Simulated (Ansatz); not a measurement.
A relaxation computed with Ansatz, from input to last step.

```yaml
crystal:
  lattice:
    - [3.1714634249, 0.0, 0.0]
    - [-1.5857317125, 2.7465678931, 0.0]
    - [0.0, 0.0, 11.9561749663]
  atoms:
    - { symbol: Mo, position: [0.3333333333, 0.6666666667, 0.25] }
    - { symbol: Mo, position: [0.6666666667, 0.3333333333, 0.75] }
    - { symbol: Se, position: [0.3333333333, 0.6666666667, 0.6109778089] }
    - { symbol: Se, position: [0.6666666667, 0.3333333333, 0.1109778089] }
    - { symbol: Se, position: [0.3333333333, 0.6666666667, 0.8890221911] }
    - { symbol: Se, position: [0.6666666667, 0.3333333333, 0.3890221911] }
basis:
  ecutwfc: 420
kpoints:
  mp_grid: { grid: [12, 12, 2] }
hamiltonian:
  xc: pbe
  dispersion: d3bj
scf:
  occupations: { method: gaussian, width: 0.02 }
output:
  forces: true
  stress: true
  eigenvalues: true
relax:
  adjacent_minimum: "off"
  f_tol: 0.01
  max_steps: 30
  cell: { stress_tol: 0.1, fix: [volume] }
```

```bash
ansatz run input.yaml --threads 2 --pin off --max-ram 5120MiB --backend cpu --events-out ev --progress --plain --runs-dir out
```

Method: Ansatz, DFT PBE+D3(BJ), scalar-relativistic, plane waves, PAW.

The volume is held at 0.88 times that of the relaxed cell.

Of 6 frames 5 are shown, positions in Å and forces in eV/Å; the SCF threshold varies from step to step. Steps run on the plane waves of an earlier cell, with a Pulay correction in the pressure. The basis is chosen afresh for the last frame, the zero of the energies, and at times for earlier ones too; energy and pressure step there, also at an unchanged geometry. The mark taken_back stands on steps that the optimiser undid.

```xyz
6
Lattice="3.1715 0.0000 0.0000 -1.5857 2.7466 0.0000 0.0000 0.0000 11.9562" Properties=species:S:1:pos:R:3:forces:R:3 pbc="T T T" step=1 free_energy_over_end_meV_per_atom=4.37 pressure_GPa=13.09
Mo    0.0000    1.8310    2.9890    0.0000    0.0000    0.0000
Mo    1.5857    0.9155    8.9671    0.0000    0.0000    0.0000
Se    0.0000    1.8310    7.3050    0.0000    0.0000   -0.5221
Se    1.5857    0.9155    1.3269    0.0000    0.0000   -0.5221
Se    0.0000    1.8310   10.6293    0.0000    0.0000    0.5221
Se    1.5857    0.9155    4.6512    0.0000    0.0000    0.5221
6
Lattice="3.1933 0.0000 0.0000 -1.5967 2.7655 0.0000 0.0000 0.0000 11.7932" Properties=species:S:1:pos:R:3:forces:R:3 pbc="T T T" step=2 free_energy_over_end_meV_per_atom=6.44 pressure_GPa=8.26 taken_back
Mo    0.0000    1.8437    2.9483    0.0000    0.0000    0.0000
Mo    1.5967    0.9218    8.8449    0.0000    0.0000    0.0000
Se    0.0000    1.8437    7.1460    0.0000    0.0000    0.5500
Se    1.5967    0.9218    1.2495    0.0000    0.0000    0.5500
Se    0.0000    1.8437   10.5437    0.0000    0.0000   -0.5500
Se    1.5967    0.9218    4.6471    0.0000    0.0000   -0.5500
6
Lattice="3.1686 0.0000 0.0000 -1.5843 2.7441 0.0000 0.0000 0.0000 11.9781" Properties=species:S:1:pos:R:3:forces:R:3 pbc="T T T" step=3 free_energy_over_end_meV_per_atom=0.42 pressure_GPa=10.48
Mo    0.0000    1.8294    2.9945    0.0000    0.0000    0.0000
Mo    1.5843    0.9147    8.9836    0.0000    0.0000    0.0000
Se    0.0000    1.8294    7.2918    0.0000    0.0000    0.0679
Se    1.5843    0.9147    1.3027    0.0000    0.0000    0.0679
Se    0.0000    1.8294   10.6753    0.0000    0.0000   -0.0679
Se    1.5843    0.9147    4.6863    0.0000    0.0000   -0.0679
6
Lattice="3.1833 0.0000 0.0000 -1.5917 2.7568 0.0000 0.0000 0.0000 11.8674" Properties=species:S:1:pos:R:3:forces:R:3 pbc="T T T" step=4 free_energy_over_end_meV_per_atom=0.26 pressure_GPa=10.56
Mo    0.0000    1.8379    2.9669    0.0000    0.0000    0.0000
Mo    1.5917    0.9189    8.9006    0.0000    0.0000    0.0000
Se    0.0000    1.8379    7.2209    0.0000    0.0000    0.0141
Se    1.5917    0.9189    1.2872    0.0000    0.0000    0.0141
Se    0.0000    1.8379   10.5803    0.0000    0.0000   -0.0141
Se    1.5917    0.9189    4.6466    0.0000    0.0000   -0.0141
6
Lattice="3.1767 0.0000 0.0000 -1.5883 2.7511 0.0000 0.0000 0.0000 11.9168" Properties=species:S:1:pos:R:3:forces:R:3 pbc="T T T" step=6 free_energy_over_end_meV_per_atom=0.00 pressure_GPa=10.68
Mo    0.0000    1.8341    2.9792    0.0000    0.0000    0.0000
Mo    1.5883    0.9170    8.9376    0.0000    0.0000    0.0000
Se    0.0000    1.8341    7.2543    0.0000    0.0000    0.0003
Se    1.5883    0.9170    1.2959    0.0000    0.0000    0.0003
Se    0.0000    1.8341   10.6209    0.0000    0.0000   -0.0003
Se    1.5883    0.9170    4.6625    0.0000    0.0000   -0.0003
```

It took 31 s on 2 threads of Arm Neoverse V2 (shared host), peak memory 0.5 GiB.